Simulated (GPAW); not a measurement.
InAs:

```
CELL_PARAMETERS angstrom
0.00000 3.01800 3.01800
3.01800 0.00000 3.01800
3.01800 3.01800 0.00000
ATOMIC_POSITIONS crystal
In 0.00000 0.00000 0.00000
As 0.75000 0.75000 0.75000
```

Base run:

- Program: GPAW 26.7.0
- Functional: PBEsol
- Potentials or basis: PAW data sets generated in the run's folder for this functional
- Cutoff: 600 eV
- Basis: pw
- k mesh: 8 × 8 × 8
- Occupations: gaussian, width 0.05 eV
- Spin: no spin polarisation

Its results: pressure 1.3 GPa.

Problem. The run is repeated on the same cell with these changes: functional from PBEsol to BLYP; occupations from gaussian, width 0.05 eV to fermi-dirac, width 0.05 eV. What comes out?

Solution. Pressure 7.2 GPa.

Not every run made on this cell is shown here.
